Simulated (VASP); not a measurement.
# SnS2 (Berndtite-2T) (P-3m1) in VASP: settings compared, part 3 of 3

VASP 6.6.1. Earlier steps stand in the parts before.

## 5. Relaxation of cell and atoms, HSE06

This run uses another cell than the first one, of 22.57 Å³/atom, 1.006 times its volume.

Contents of POSCAR:

```
SnS2                                    
1.0
    3.6672149288      0.0000000000      0.0000000000
   -1.8336074644      3.1759012895     -0.0000000000
    0.0000000000      0.0000000000      5.8130286940
  Sn              S             
     1     2
Direct
     0.0000000000000000    0.0000000000000000    0.0000000000000000
     0.3333333332999970    0.6666666667000030    0.2543667575926390
     0.6666666667000030    0.3333333332999970    0.7456332424073608
```

Contents of INCAR.step1:

```
  PREC = Accurate
  ENCUT = 520
  EDIFF = 1E-5
  ISMEAR = 0
  SIGMA = 0.03
  LREAL = F
  LASPH = T
  NELM = 80
  ALGO = Normal
  LWAVE = T
  LCHARG = F
  KPAR = 4
  GGA = PE
```

Contents of INCAR.step2:

```
  PREC = Accurate
  ENCUT = 520
  EDIFF = 1E-6
  ISMEAR = 0
  SIGMA = 0.03
  LREAL = F
  LASPH = T
  NELM = 80
  ALGO = Normal
  ISIF = 3
  LWAVE = F
  LCHARG = F
  GGA = PE
  LHFCALC = T
  HFSCREEN = 0.2
  PRECFOCK = Fast
  IBRION = 2
  NSW = 25
  EDIFFG = -0.01
  KPAR = 4
  ISTART = 1
```

Contents of KPOINTS:

```
Automatic mesh
0
Gamma
  6 6 3
```

Potentials or basis: VASP PAW PBE potentials, release 64 (Sn_d, S).

Launch:

```bash
$ cat potpaw_PBE.64/Sn_d/POTCAR potpaw_PBE.64/S/POTCAR > POTCAR
$ cp INCAR.step1 INCAR
$ mpirun -np 4 vasp_std > vasp.out
$ cp INCAR.step2 INCAR
$ mpirun -np 4 vasp_std > vasp.out
```

OUTCAR:

```text
PREC = Accurate
   ENCUT = 520
   EDIFF = 1E-6
   ISMEAR = 0
   LREAL = F
   LASPH = T
   NELM = 80
   ISIF = 3
   GGA = PE
   LHFCALC = T
   HFSCREEN = 0.2
   PRECFOCK = Fast
   IBRION = 2
   NSW = 25
   EDIFFG = -0.01
   ISTART = 1

 ion  position               nearest neighbor table
   1  0.000  0.000  0.000-   2 2.58   3 2.58   3 2.58   2 2.58   3 2.58   2 2.58
   2  0.333  0.667  0.254-   1 2.58   1 2.58   1 2.58
   3  0.667  0.333  0.746-   1 2.58   1 2.58   1 2.58

  LATTYP: Found a hexagonal cell.
 ALAT       =     3.6672149288
 C/A-ratio  =     1.5851344431

  Lattice vectors:

 A1 = (   3.6672149288,   0.0000000000,   0.0000000000)
 A2 = (  -1.8336074644,   3.1759012895,   0.0000000000)
 A3 = (   0.0000000000,   0.0000000000,   5.8130286940)

Analysis of symmetry for initial positions (statically):
=====================================================================
 Subroutine PRICEL returns:
 Original cell was already a primitive cell.

 Routine SETGRP: Setting up the symmetry group for a
 hexagonal supercell.

 Subroutine GETGRP returns: Found 12 space group operations
 (whereof 12 operations were pure point group operations)
 out of a pool of 24 trial point group operations.

The static configuration has the point symmetry D_3d.

Analysis of symmetry for dynamics (positions and initial velocities):
=====================================================================
 Subroutine PRICEL returns:
 Original cell was already a primitive cell.

 Routine SETGRP: Setting up the symmetry group for a
 hexagonal supercell.

 Subroutine GETGRP returns: Found 12 space group operations
 (whereof 12 operations were pure point group operations)
 out of a pool of 24 trial point group operations.

The dynamic configuration has the point symmetry D_3d.

 Subroutine INISYM returns: Found 12 space group operations
 (whereof 12 operations are pure point group operations),
 and found     1 'primitive' translations

----------------------------------------------------------------------------------------

[... 135 lines left out ...]

 number of electron      26.0000010 magnetization

 Free energy of the ion-electron system (eV)
  ---------------------------------------------------
  ext. energy  EPLUGINS =         0.00000000
  ---------------------------------------------------
  free energy    TOTEN  =       -16.20396053 eV

  energy without entropy =      -16.20396053  energy(sigma->0) =      -16.20396053

------------------------ aborting loop because EDIFF is reached ----------------------------------------

  FORCE on cell =-STRESS in cart. coord.  units (eV):
  Direction    XX          YY          ZZ          XY          YZ          ZX
  --------------------------------------------------------------------------------------
  -------------------------------------------------------------------------------------
  Total       -0.3985089     -0.3985089     -0.4129155      0.0000000      0.0000000      0.0000000
  in kB       -9.4306759     -9.4306759     -9.7716062      0.0000000      0.0000000      0.0000000
  external PRESSURE =      -9.5443193 kB  Pullay stress =       0.0000000 kB
[... 92 lines left out ...]
  FREE ENERGIE OF THE ION-ELECTRON SYSTEM (eV)
  ---------------------------------------------------
  free  energy   TOTEN  =       -16.2165551148 eV

  energy  without entropy=      -16.2165551148  energy(sigma->0) =      -16.21655511

 E-fermi :   2.6777     XC(G=0):  -7.3074

 val. band max:        2.4495750800   @ k =   0.1667  -0.0000   0.0000
 cond. band min:       5.0190063003   @ k =   0.5000  -0.0000   0.3333
 fundamental gap:      2.5694312203
 Fermi energy:         2.6776956619

 k-point     1 :       0.0000    0.0000    0.0000
  band No.  band energies     occupation
      1     -20.2487      2.00000
      2     -20.2487      2.00000
      3     -20.1882      2.00000
      4     -20.1582      2.00000
      5     -20.1582      2.00000
      6     -12.4559      2.00000
[... 317 lines left out ...]
      4     -20.1507      2.00000
      5     -20.1372      2.00000
      6      -9.8459      2.00000
[... 9 lines left out ...]
     16       9.8417      0.00000
     17      11.3967      0.00000

[... ionic steps 4 to 21 ...]

--------------------------------------- Ionic step       22  -------------------------------------------

 number of electron      26.0000004 magnetization

------------------------ aborting loop because EDIFF is reached ----------------------------------------
[... 69 lines left out ...]
--------------------------------------- Ionic step       24  -------------------------------------------

 number of electron      26.0000004 magnetization

 Free energy of the ion-electron system (eV)
  ---------------------------------------------------
  ext. energy  EPLUGINS =         0.00000000
  ---------------------------------------------------
  free energy    TOTEN  =       -16.27540812 eV

  energy without entropy =      -16.27540812  energy(sigma->0) =      -16.27540812

 E-fermi :   2.8084     XC(G=0):  -7.3835

 val. band max:        2.6471536871   @ k =   0.1667  -0.0000   0.0000
 cond. band min:       5.1540539825   @ k =   0.5000  -0.0000   0.3333
 fundamental gap:      2.5069002954
 Fermi energy:         2.8083646145

 k-point     1 :       0.0000    0.0000    0.0000
  band No.  band energies     occupation
      1     -20.0847      2.00000
      2     -20.0847      2.00000
      3     -20.0211      2.00000
      4     -19.9938      2.00000
      5     -19.9938      2.00000
      6     -12.3035      2.00000
[... 359 lines left out ...]
  FREE ENERGIE OF THE ION-ELECTRON SYSTEM (eV)
  ---------------------------------------------------
  free  energy   TOTEN  =       -16.2754081222 eV

  energy  without entropy=      -16.2754081222  energy(sigma->0) =      -16.27540812

 reached required accuracy - stopping structural energy minimisation
```

OUTCAR.step1:

```text
PREC = Accurate
   ENCUT = 520
   EDIFF = 1E-5
   ISMEAR = 0
   LREAL = F
[... 557 lines left out ...]
      0.00000      0.00000      0.00000        -0.000000      0.000000      0.000000
     -0.00000      2.11727      1.47864        -0.000000      0.000000     -0.036769
      1.83361      1.05863      4.33439         0.000000     -0.000000      0.036769
 -----------------------------------------------------------------------------------
    total drift:                               -0.000000     -0.000000     -0.000000

  FREE ENERGIE OF THE ION-ELECTRON SYSTEM (eV)
  ---------------------------------------------------
  free  energy   TOTEN  =       -13.1441202232 eV

  energy  without entropy=      -13.1441202232  energy(sigma->0) =      -13.14412022
```

Wall time 80 min (4 MPI ranks of AMD EPYC 9R45 (Zen 5), shared host); peak memory 0.29 GiB.

Results:

```
Free energy                            : -16.2754 eV
Relaxed volume                         : 25.41 Å³/atom
Relaxed cell                           : a = 3.658 Å, b = 3.658 Å, c = 6.578 Å, α = 90.00°, β = 90.00°, γ = 120.00°
Space group after relaxing (to 0.05 Å) : P-3m1 (No. 164)
Energy gained by relaxing              : 23.8 meV/atom
Ionic steps                            : 24
Pressure after relaxing                : 0.0 GPa
Largest force after relaxing           : 0.006 eV/Å
Band gap on the k mesh                 : 2.51 eV, indirect (least direct gap 2.81 eV)
```

Forces on the atoms (eV/Å):
```
Sn   0.000  0.000  0.000
S    0.000  0.000 -0.006
S    0.000  0.000  0.006
```

Step by step:
```
step  energy change (eV)  largest force (eV/Å)  pressure (GPa)  volume (Å³)
   1              0.0000                0.5338           -0.95        67.70
   2             -0.0103                0.0209            2.06        66.39
   3             -0.0126                0.1781            1.11        66.78
   4             -0.0242                0.1187            0.75        67.70
   5             -0.0393                0.0409           -0.07        70.34
   6             -0.0515                0.0161           -0.12        71.06
   7             -0.0635                0.1564           -0.08        72.75
   8             -0.0661                0.0139            0.60        73.08
   9             -0.0661                0.0279            0.81        73.17
  10             -0.0673                0.0383            0.72        73.59
  11             -0.0697                0.0722            0.50        74.86
  12             -0.0686                0.1461            0.14        77.43
  13             -0.0700                0.1095            0.38        75.94
  14             -0.0710                0.0228           -0.07        76.32
  15             -0.0710                0.0032           -0.16        76.40
  16             -0.0713                0.0072           -0.10        76.35
  17             -0.0714                0.0276            0.00        76.25
  18             -0.0714                0.0241           -0.01        76.27
  19             -0.0714                0.0160           -0.06        76.31
  20             -0.0714                0.0193           -0.04        76.29
  21             -0.0714                0.0219           -0.03        76.28
  22             -0.0714                0.0236           -0.03        76.28
  23             -0.0714                0.0117            0.03        76.24
  24             -0.0714                0.0057            0.04        76.23
```

Final structure:
```cif
data_structure
_symmetry_space_group_name_H-M 'P 1'
_symmetry_Int_Tables_number 1
_cell_length_a 3.6581
_cell_length_b 3.6581
_cell_length_c 6.5783
_cell_angle_alpha 90.000
_cell_angle_beta 90.000
_cell_angle_gamma 120.000
_cell_volume 76.23
loop_
_atom_site_label
_atom_site_type_symbol
_atom_site_fract_x
_atom_site_fract_y
_atom_site_fract_z
_atom_site_occupancy
Sn1 Sn 0.00000 0.00000 0.00000 1
S1 S 0.33333 0.66667 0.22031 1
S2 S 0.66667 0.33333 0.77969 1
```

Caveat: the PAW data sets were made with another functional, which shifts forces and pressure a little; spin-orbit coupling is left out, which moves the levels of the heavy elements; an odd mesh through Γ misses points on the zone boundary, where band edges often lie; this functional lacks dispersion, which binds the layers, so the pressure and a relaxed spacing across them are unreliable; the volume moved by +13 % from the deposited cell, more than functionals usually miss.

## 6. Overview

```tsv
level	k mesh	cutoff (eV)	grid for exact exchange (PRECFOCK)	screening parameter	gap on the mesh (eV)	pressure (GPa)	relaxed volume (Å³/atom)
PBE	9 × 9 × 5	600	-	-	1.59	0.0	27.07
PBE+D3(BJ)	9 × 9 × 5	600	-	-	1.31	0.0	22.57
HSE06	6 × 6 × 3	520	Fast	0.2 1/A	2.51	0.0	25.41
```

Alike in all rows: task relaxation of cell and atoms; potentials or basis VASP PAW PBE potentials, release 64 (Sn_d, S); no spin polarisation; cell relaxed; smearing gaussian 0.03 eV.

Caveats: spin-orbit coupling is left out, which moves the levels of the heavy elements; an odd mesh through Γ misses points on the zone boundary, where band edges often lie; this functional lacks dispersion, which binds the layers, so the pressure and a relaxed spacing across them are unreliable (some runs); the PAW data sets were made with another functional, which shifts forces and pressure a little (some runs); the volume moved by +13 % from the deposited cell, more than functionals usually miss (some runs).

Total energies depend on the potentials used, so only differences within one code and one set of settings carry meaning.
